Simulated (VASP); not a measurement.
Write the native input for VASP 6.6.1 that does the following.

```
Task                   : relaxation of cell and atoms
Functional             : PBEsol
Potentials or basis    : VASP PAW PBE potentials, release 64 (Zr_sv)
Cutoff                 : 600 eV
k mesh                 : 9 × 9 × 5
Occupations            : fermi-dirac, width 0.05 eV
Spin                   : no spin polarisation
Target pressure        : 5 GPa
Further INCAR settings : ALGO = Normal; EDIFF = 1e-06; IBRION = 2; EDIFFG = -0.02; NSW = 40; ISIF = 3
Target pressure        : 5 GPa
```

The structure of Zr lies in POSCAR:

```
Zr
1.0
    3.2319982200      0.0000000000      0.0000000000
   -1.6159991100      2.7989925700      0.0000000000
    0.0000000000      0.0000000000      5.1470000000
Zr
2
Direct
    0.3346542400      0.6741300100      0.2538998500
    0.6653457600      0.3258699900      0.7461001500
```

The cell isn't the ideal one: pressure_gpa = 5; atom 2 moved 0.06 Å.

The input as run:

INCAR

```
ALGO = Normal
EDIFF = 1E-6
EDIFFG = -0.02
ENCUT = 600
GGA = PS
IBRION = 2
ISIF = 3
ISMEAR = -1
LASPH = True
LCHARG = False
LREAL = False
LWAVE = False
NELM = 80
NSW = 40
PREC = Accurate
PSTRESS = 50
SIGMA = 0.05
```

KPOINTS

```
k-points
0
Gamma
  9 9 5
```

Potentials or basis: VASP PAW PBE potentials, release 64 (Zr_sv).

Command:

```sh
$ cat potpaw_PBE.64/Zr_sv/POTCAR > POTCAR
$ mpirun -np 1 vasp_std > vasp.out
```

It gave:

```json
{
  "Relaxed volume": "21.44 Å³/atom",
  "Relaxed cell": "a = 3.116 Å, b = 3.129 Å, c = 5.064 Å, α = 90.01°, β = 90.00°, γ = 119.73°",
  "Space group after relaxing (to 0.05 Å)": "Cmcm (No. 63)",
  "Energy change on relaxing (the enthalpy is what falls)": "+5.7 meV/atom",
  "Ionic steps": "6",
  "Pressure after relaxing": "5.0 GPa",
  "Largest force after relaxing": "0.016 eV/Å",
  "Band gap on the k mesh": "none (metal or under the smearing width)"
}
```

Caveat: the cell is relaxed towards a set pressure, so the enthalpy falls and the energy may rise; the PAW data sets were made with another functional, which shifts forces and pressure a little.

It took 4.2 min on 1 thread of Intel(R) Xeon(R) 6975P-C (Granite Rapids) (shared host), peak memory 0.3 GiB.
